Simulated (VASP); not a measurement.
# AlN (P6_3mc) in VASP: notebook, part 2 of 2

VASP 6.6.1. Earlier steps stand in the parts before.

## (3) Optical spectrum, PBE

Contents of INCAR:

```
SYSTEM = AlN
  PREC = Accurate
  ENCUT = 520
  EDIFF = 1E-6
  ISMEAR = 0
  SIGMA = 0.03
  LREAL = .False.
  LASPH = .True.
  NELM = 80
  ALGO = Normal
  ISIF = 2
  LWAVE = .False.
  LCHARG = .False.
  GGA = PE
  LOPTICS = .True.
  NBANDS = 32
  NEDOS = 2000
  CSHIFT = 0.1
  KPAR = 2
```

Contents of KPOINTS:

```
Automatic mesh
0
Gamma
  12 12 6
  0 0 0
```

Contents of POSCAR:

```
AlN                                     
1.0
    3.1131018738     -0.0000000000      0.0000000000
   -1.5565509369      2.6960253073      0.0000000000
    0.0000000000      0.0000000000      4.9818131052
  Al              N             
     2     2
Direct
     0.3333333332999970    0.6666666667000030    0.9989855796533158
     0.6666666667000030    0.3333333332999970    0.4989855796533157
     0.3333333332999970    0.6666666667000030    0.3810144203466868
     0.6666666667000030    0.3333333332999970    0.8810144203466868
```

Potentials or basis: VASP PAW PBE potentials, release 64 (Al, N).

Command:

```console
cat potpaw_PBE.64/Al/POTCAR potpaw_PBE.64/N/POTCAR > POTCAR
mpirun -np 2 vasp_std > vasp.out
```

OUTCAR:

```text
SYSTEM = AlN
   PREC = Accurate
   ENCUT = 520
   EDIFF = 1E-6
   ISMEAR = 0
   LREAL = .False.
   LASPH = .True.
   NELM = 80
   ISIF = 2
   GGA = PE

 ion  position               nearest neighbor table
   1  0.333  0.667  0.999-   4 1.89   4 1.89   4 1.89   3 1.90   2 3.07   2 3.07   2 3.07   2 3.07
                             2 3.07   2 3.07
   2  0.667  0.333  0.499-   3 1.89   3 1.89   3 1.89   4 1.90   1 3.07   1 3.07   1 3.07   1 3.07
                             1 3.07   1 3.07
   3  0.333  0.667  0.381-   2 1.89   2 1.89   2 1.89   1 1.90
   4  0.667  0.333  0.881-   1 1.89   1 1.89   1 1.89   2 1.90

  LATTYP: Found a hexagonal cell.
 ALAT       =     3.1131018738
 C/A-ratio  =     1.6002730740

  Lattice vectors:

 A1 = (   3.1131018738,   0.0000000000,   0.0000000000)
 A2 = (  -1.5565509369,   2.6960253073,   0.0000000000)
 A3 = (   0.0000000000,   0.0000000000,   4.9818131052)

Analysis of symmetry for initial positions (statically):
=====================================================================
 Subroutine PRICEL returns:
 Original cell was already a primitive cell.

 Routine SETGRP: Setting up the symmetry group for a
 hexagonal supercell.

[... 760 lines left out ...]
     -0.00000      1.79735      1.89814        -0.000000     -0.000000     -0.003809
      1.55655      0.89868      4.38905         0.000000      0.000000     -0.003809
 -----------------------------------------------------------------------------------
    total drift:                               -0.000000      0.000000      0.000463

  FREE ENERGIE OF THE ION-ELECTRON SYSTEM (eV)
  ---------------------------------------------------
  free  energy   TOTEN  =       -29.7727650557 eV

  energy  without entropy=      -29.7727650557  energy(sigma->0) =      -29.77276506

 electrical conductivity sigma (Mega S m-1) (frequency dependency in vasprun.xml)
  --------------------------------------------------------------------------------------
       0.000       0.000       0.000
       0.000       0.000      -0.000
       0.000       0.000       0.000

  frequency dependent IMAGINARY DIELECTRIC FUNCTION (independent particle, no local field effects) density-density
     E(ev)      X         Y         Z        XY        YZ        ZX
  --------------------------------------------------------------------------------------------------------------
     0.00000     0.00000     0.00000     0.00000     0.00000     0.00000     0.00000
     0.58877     0.00578     0.00578     0.00672    -0.00000    -0.00000    -0.00000
     1.17753     0.01201     0.01201     0.01404    -0.00000    -0.00000    -0.00000
     1.76630     0.01930     0.01930     0.02275    -0.00000    -0.00000    -0.00000
     2.35506     0.02857     0.02857     0.03415    -0.00000     0.00000    -0.00000
     2.94383     0.04163     0.04163     0.05104    -0.00000     0.00000    -0.00000
[... 92 lines left out ...]
    57.69904     0.00053     0.00053     0.00053     0.00000     0.00000     0.00000
    58.28781     0.00051     0.00051     0.00051     0.00000     0.00000     0.00000

  frequency dependent      REAL DIELECTRIC FUNCTION (independent particle, no local field effects) density-density
     E(ev)        X           Y           Z          XY          YZ          ZX
  --------------------------------------------------------------------------------------------------------------
     0.00000     4.54371     4.54371     4.74937    -0.00000    -0.00000    -0.00000
     0.58877     4.56060     4.56060     4.76901    -0.00000    -0.00000    -0.00000
     1.17753     4.61257     4.61257     4.82962     0.00000    -0.00000     0.00000
     1.76630     4.70398     4.70398     4.93690     0.00000    -0.00000     0.00000
     2.35506     4.84345     4.84345     5.10241     0.00000    -0.00000     0.00000
     2.94383     5.04720     5.04720     5.34886     0.00000    -0.00000     0.00000
[... 92 lines left out ...]
    57.69904     0.86394     0.86394     0.86424    -0.00000    -0.00000    -0.00000
    58.28781     0.86701     0.86701     0.86731    -0.00000    -0.00000    -0.00000

  frequency dependent IMAGINARY DIELECTRIC FUNCTION (independent particle, no local field effects) current-current
     E(ev)      X         Y         Z        XY        YZ        ZX
  --------------------------------------------------------------------------------------------------------------
     0.00000    24.07367    24.07367    25.47062     0.00000    -0.00000    -0.00000
     0.58877     1.21517     1.21517     1.28689     0.00000    -0.00000    -0.00000
     1.17753     0.62554     0.62554     0.66442     0.00000    -0.00000    -0.00000
     1.76630     0.43866     0.43866     0.46848     0.00000    -0.00000    -0.00000
     2.35506     0.35493     0.35493     0.38250     0.00000    -0.00000    -0.00000
     2.94383     0.31656     0.31656     0.34646     0.00000    -0.00000    -0.00000
[... 92 lines left out ...]
    57.69904     0.00006     0.00006     0.00006    -0.00000     0.00000     0.00000
    58.28781     0.00006     0.00006     0.00006    -0.00000     0.00000     0.00000

  frequency dependent      REAL DIELECTRIC FUNCTION (independent particle, no local field effects) current-current
     E(ev)        X           Y           Z          XY          YZ          ZX
  --------------------------------------------------------------------------------------------------------------
     0.00000     4.54146     4.54146     4.74676    -0.00000    -0.00000     0.00000
     0.58877     4.55827     4.55827     4.76630    -0.00000    -0.00000     0.00000
     1.17753     4.61017     4.61017     4.82681    -0.00000    -0.00000     0.00000
     1.76630     4.70142     4.70142     4.93389    -0.00000    -0.00000     0.00000
     2.35506     4.84064     4.84064     5.09906    -0.00000    -0.00000     0.00000
     2.94383     5.04397     5.04397     5.34492     0.00000    -0.00000     0.00000
[... 92 lines left out ...]
    57.69904     0.86394     0.86394     0.86425     0.00000    -0.00000    -0.00000
    58.28781     0.86702     0.86702     0.86731     0.00000    -0.00000    -0.00000
```

Wall time 40 s (2 MPI ranks of AMD EPYC 7R13 (Zen 3), shared host); peak memory 0.23 GiB.

Results:

```
Free energy            : -29.7728 eV
Pressure               : 3.4 GPa
Largest force          : 0.004 eV/Å
Band gap on the k mesh : 4.19 eV, direct
```

Forces on the atoms (eV/Å):
```
Al   0.000  0.000  0.004
Al   0.000  0.000  0.004
N    0.000  0.000 -0.004
N    0.000  0.000 -0.004
```

Stress tensor (GPa, compression positive):
```
3.30 0.00 0.00
0.00 3.30 0.00
0.00 0.00 3.49
```

Dielectric function (mean over the directions given):
```tsv
energy (eV)	real part	imaginary part
0.26	4.62	0.00
1.24	4.69	0.01
2.30	4.91	0.03
3.36	5.36	0.06
4.33	6.26	0.30
5.39	6.83	1.44
6.45	9.48	4.64
7.51	5.52	7.95
8.48	2.54	6.47
9.54	1.54	5.06
10.60	1.97	5.32
11.66	0.87	5.48
12.63	-1.91	4.76
13.69	-2.11	3.15
14.75	-2.02	2.15
15.81	-1.42	1.39
16.78	-1.11	0.97
17.84	-0.75	0.57
18.90	-0.38	0.38
19.96	-0.21	0.35
```

Caveat: spectra need much finer meshes, so this one isn't converged; independent-particle spectra lack excitons.

## (4) Density of states, PBE

POSCAR is that of step 3.

Contents of INCAR.step1:

```
SYSTEM = AlN
ALGO = Normal ; EDIFF = 1E-6
ENCUT = 520 ; GGA = PE
ISIF = 2 ; ISMEAR = 0
KPAR = 2 ; LASPH = .True.
LCHARG = .True. ; LREAL = .False.
LWAVE = .False. ; NBANDS = 16
NELM = 80 ; PREC = Accurate
SIGMA = 0.03
```

Contents of KPOINTS.step1:

```
k-points
0
Gamma
  12 12 6
  0 0 0
```

Contents of INCAR.step2:

```
SYSTEM = AlN
ALGO = Normal ; EDIFF = 1E-6
ENCUT = 520 ; GGA = PE
ICHARG = 11 ; ISIF = 2
ISMEAR = -5 ; KPAR = 2
LASPH = .True. ; LCHARG = .False.
LORBIT = 11 ; LREAL = .False.
LWAVE = .False. ; NBANDS = 16
NEDOS = 1001 ; NELM = 80
PREC = Accurate ; SIGMA = 0.03
```

Contents of KPOINTS.step2:

```
k-points
0
Gamma
  18 18 9
  0 0 0
```

Command:

```console
cat potpaw_PBE.64/Al/POTCAR potpaw_PBE.64/N/POTCAR > POTCAR
cp INCAR.step1 INCAR
cp KPOINTS.step1 KPOINTS
mpirun -np 2 vasp_std > vasp.out
cp INCAR.step2 INCAR
cp KPOINTS.step2 KPOINTS
mpirun -np 2 vasp_std > vasp.out
```

Wall time 44 s (2 MPI ranks of AMD EPYC 7R13 (Zen 3), shared host); peak memory 0.19 GiB.

The run converged. Its results:

* Valence electrons inside the program's atomic spheres: Al 0.81; N 3.86

Levels at points of the mesh, in eV from the valence-band top:
| k point | band 6 | band 7 | band 8 | band 9 | band 10 | band 11 |
| --- | --- | --- | --- | --- | --- | --- |
| (0.00, 0.00, 0.00) | -0.23 | -0.23 | 0.00 | 4.19 | 6.64 | 10.60 |
| (0.50, 0.00, 0.00) | -2.10 | -1.78 | -0.70 | 5.80 | 5.80 | 8.17 |

States per cell in windows of 1 eV (zero at the valence-band top; states under -8 eV left out):
```
from (eV)  total  N3_p  N4_p  Al1_p  Al2_p  Al1_s  Al2_s
     -8.0   0.00  0.00  0.00   0.00   0.00   0.00   0.00
     -7.0   0.00  0.00  0.00   0.00   0.00   0.00   0.00
     -6.0   1.10  0.17  0.17   0.03   0.03   0.07   0.07
     -5.0   2.13  0.35  0.35   0.05   0.05   0.12   0.12
     -4.0   1.29  0.24  0.24   0.04   0.04   0.04   0.04
     -3.0   1.96  0.42  0.42   0.08   0.08   0.04   0.04
     -2.0   3.16  0.80  0.80   0.12   0.12   0.02   0.02
     -1.0   2.36  0.67  0.67   0.07   0.07   0.00   0.00
      0.0   0.00  0.00  0.00   0.00   0.00   0.00   0.00
      1.0   0.00  0.00  0.00   0.00   0.00   0.00   0.00
      2.0   0.00  0.00  0.00   0.00   0.00   0.00   0.00
      3.0   0.00  0.00  0.00   0.00   0.00   0.00   0.00
      4.0   0.03  0.00  0.00   0.00   0.00   0.00   0.00
      5.0   1.14  0.05  0.05   0.05   0.05   0.02   0.02
      6.0   1.85  0.12  0.12   0.08   0.08   0.03   0.03
      7.0   0.94  0.08  0.08   0.03   0.03   0.02   0.02
```

## (5) Summary

```tsv
task	k mesh	monkhorst-Pack mesh	k mesh for the DOS	occupations for the DOS	gap on the mesh (eV)
dielectric tensor	18 × 18 × 9	no	-	-	4.19
optical spectrum	12 × 12 × 6	-	-	-	4.19
density of states	12 × 12 × 6	-	18 × 18 × 9	tetrahedron	-
```

Alike in all rows: level PBE; potentials or basis VASP PAW PBE potentials, release 64 (Al, N); no spin polarisation; cell as given; cutoff (eV) 520; smearing gaussian 0.03 eV.

Caveats: an odd mesh through Γ misses points on the zone boundary, where band edges often lie (some runs); spectra need much finer meshes, so this one isn't converged (some runs); independent-particle spectra lack excitons (some runs).

Absolute energies hang on the potentials; compare differences alone.

## (6) How close it comes

Step 2. The gap isn't set beside the deposited one, since this odd mesh misses points on the zone boundary.

Step 3. Measured gap of AlN: 6.034 eV (an exciton energy, a little under the gap; 10 K; quoted in “Self-assembly of well-separated AlN nanowires directly on sputtered metallic TiN films”, 2019, arxiv:1910.07391). This calculation gives 4.19 eV (-1.84 eV). 2 values of this kind are on record (6.034 to 6.0343 eV); this one was drawn at random. The value is that of PBE on a finite k mesh, which can miss the band edges, without temperature or zero-point motion. Semilocal functionals fall short of measured gaps as a rule.
